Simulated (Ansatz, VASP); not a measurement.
**MgO: VASP beside Ansatz**

File INCAR:

```
SYSTEM = MgO
ALGO     = Normal         ! electronic algorithm
EDIFF    = 1E-6           ! SCF threshold, eV
ENCUT    = 520            ! plane-wave cutoff, eV
GGA      = PE             ! functional
ISIF     = 2              ! what is computed and relaxed
ISMEAR   = 0              ! smearing method
LASPH    = .TRUE.         ! aspherical terms in the spheres
LCHARG   = .FALSE.        ! write CHGCAR
LREAL    = .FALSE.        ! projectors in reciprocal space
LWAVE    = .FALSE.        ! write WAVECAR
NBANDS   = 26             ! bands
NELM     = 100            ! most SCF steps
PREC     = Accurate       ! precision mode
SIGMA    = 0.05           ! smearing width, eV
```

The input KPOINTS:

```
k-points
0
G
  9 9 2
  0 0 0
```

POSCAR

```
MgO
1.0
    3.1165000000      0.0000000000      0.0000000000
   -1.5582500000      2.6989681709      0.0000000000
    0.0000000000      0.0000000000     11.0746000000
Mg O
4 4
Direct
    0.3333333333      0.6666666667      0.9694906392
    0.0000000000      0.0000000000      0.2208211786
    0.0000000000      0.0000000000      0.7208211786
    0.6666666667      0.3333333333      0.4694906392
    0.3333333333      0.6666666667      0.7800420079
    0.0000000000      0.0000000000      0.5296443544
    0.0000000000      0.0000000000      0.0296443544
    0.6666666667      0.3333333333      0.2800420079
```

Input for Ansatz:

```yaml
crystal:
  lattice:
    - [3.1165, 0.0, 0.0]
    - [-1.55825, 2.6989681709, 0.0]
    - [0.0, 0.0, 11.0746]
  atoms:
    - { symbol: Mg, position: [0.3333333333, 0.6666666667, 0.9694906392] }
    - { symbol: Mg, position: [0.0, 0.0, 0.2208211786] }
    - { symbol: Mg, position: [0.0, 0.0, 0.7208211786] }
    - { symbol: Mg, position: [0.6666666667, 0.3333333333, 0.4694906392] }
    - { symbol: O, position: [0.3333333333, 0.6666666667, 0.7800420079] }
    - { symbol: O, position: [0.0, 0.0, 0.5296443544] }
    - { symbol: O, position: [0.0, 0.0, 0.0296443544] }
    - { symbol: O, position: [0.6666666667, 0.3333333333, 0.2800420079] }
basis:
  ecutwfc: 520.0
kpoints:
  mp_grid: { grid: [9, 9, 2] }
hamiltonian:
  xc: pbe
  pseudopotentials: { kind: paw, azcp: { folder: soft_1 } }
scf:
  occupations: { method: gaussian, width: 0.05 }
output:
  forces: true
  stress: true
  eigenvalues: true
```

Alike in both runs: task single point; functional PBE; k mesh 9 × 9 × 2; occupations gaussian, width 0.05 eV; no spin polarisation.

|  | VASP | Ansatz |
| --- | --- | --- |
| version | VASP 6.6.1 | Ansatz 0.2.0 |
| potentials or method | VASP PAW PBE potentials, release 64 (Mg, O) | scalar-relativistic, plane waves, PAW |
| plane-wave cutoff (eV) | 520 | 520 |
| valence electrons in the cell | 32 | 64 |

|  | VASP | Ansatz | Ansatz less VASP |
| --- | --- | --- | --- |
| gap on the k mesh at the Fermi level (eV) | 3.63 | 3.65 | +0.019 |
| least direct gap on the mesh (eV) | 3.63 | 3.65 | +0.019 |
| pressure (GPa) | 8.2 | 8.5 | +0.35 |
| largest component of the traceless stress (GPa) | 16.42 | 16.18 | -0.243 |
| rms of the force components (eV/Å) | 0.451 | 0.445 | -0.0066 |

Atom by atom the forces differ by 0.007 eV/Å (rms over components). The two sets of potentials don't hold the same shells in valence.

PBE gaps usually lie below the measured ones, often by a third to a half.
